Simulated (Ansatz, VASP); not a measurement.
# ZrC: VASP beside Ansatz

```
Zr C
1.0
     0.00000    2.35431    2.35431
     2.35431    0.00000    2.35431
     2.35431    2.35431    0.00000
Zr C
1 1
Cartesian
  0.0000 0.0000 0.0000
  2.3543 2.3543 2.3543
```

Alike in both runs: functional PBE; k mesh 14 × 14 × 14; occupations fermi-dirac, width 0.05 eV; no spin polarisation.

Ansatz relaxed the structure, and its values are those at the end. VASP's run is a single point on that final structure, the one shown.

|  | VASP | Ansatz |
| --- | --- | --- |
| version | VASP 6.6.1 | Ansatz 0.2.0 |
| potentials or method | VASP PAW PBE potentials, release 64 (Zr_sv, C) | PAW with Ansatz's default frozen-core files, scalar-relativistic |
| plane-wave cutoff (eV) | 520 | 420 |
| valence electrons in the cell | 16 | 16 |

VASP gave:

| Quantity | Value |
| --- | --- |
| pressure (GPa) | 0.3 |

What did Ansatz give for the same quantities?

Pressure (GPa): 0.0.
